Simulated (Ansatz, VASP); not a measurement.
KBr in VASP and in Ansatz

INCAR

```
SYSTEM = KBr
ALGO     = Normal         ! electronic algorithm
EDIFF    = 1E-6           ! SCF threshold, eV
ENCUT    = 520            ! plane-wave cutoff, eV
ISIF     = 2              ! what is computed and relaxed
ISMEAR   = 0              ! smearing method
LASPH    = .True.         ! aspherical terms in the spheres
LCHARG   = .True.         ! write CHGCAR
LELF     = .True.         ! ELF
LREAL    = .False.        ! projectors in reciprocal space
LVHAR    = .True.       
LWAVE    = .False.        ! write WAVECAR
NBANDS   = 15             ! bands
NELM     = 60             ! most SCF steps
PREC     = Accurate       ! precision mode
SIGMA    = 0.05           ! smearing width, eV
```

File KPOINTS:

```
k-points
0
Gamma
  6 6 6
  0 0 0
```

The input POSCAR:

```
KBr
1.0
    4.0434990000      0.0000000000      0.0000000000
    0.0000000000      4.0434990000      0.0000000000
    0.0000000000      0.0000000000      4.0434990000
K Br
1 1
Direct
   -0.0524624921     -0.0524624921     -0.0741931678
    0.5000000000      0.5000000000      0.5000000000
```

Input for Ansatz:

```yaml
crystal:
  lattice:
    - [4.043499, 0.0, 0.0]
    - [0.0, 4.043499, 0.0]
    - [0.0, 0.0, 4.043499]
  atoms:
    - { symbol: K, position: [-0.0524624921, -0.0524624921, -0.0741931678] }
    - { symbol: Br, position: [0.5, 0.5, 0.5] }
basis:
  ecutwfc: 420
kpoints:
  mp_grid: { grid: [6, 6, 6] }
hamiltonian:
  xc: lda
scf:
  occupations: { method: gaussian, width: 0.05 }
output:
  forces: true
  stress: true
  eigenvalues: true
```

Alike in both runs: task single point; functional LDA; k mesh 6 × 6 × 6; occupations gaussian, width 0.05 eV; no spin polarisation.

```csv
,VASP,Ansatz
version,VASP 6.6.1,Ansatz 0.2.0
potentials or method,"VASP PAW LDA potentials, release 64 (K_sv, Br)","scalar-relativistic, plane waves, PAW"
plane-wave cutoff (eV),520,420
valence electrons in the cell,16,16
```

|  | VASP | Ansatz | Ansatz less VASP |
| --- | --- | --- | --- |
| gap on the k mesh at the Fermi level (eV) | 3.55 | 3.54 | -0.009 |
| least direct gap on the mesh (eV) | 3.79 | 3.78 | -0.010 |
| pressure (GPa) | -1.8 | -1.8 | -0.05 |
| largest component of the traceless stress (GPa) | 0.60 | 0.59 | -0.013 |
| rms of the force components (eV/Å) | 0.150 | 0.144 | -0.0056 |

Atom by atom the forces differ by 0.006 eV/Å (rms over components).

A k mesh can miss the band edges.
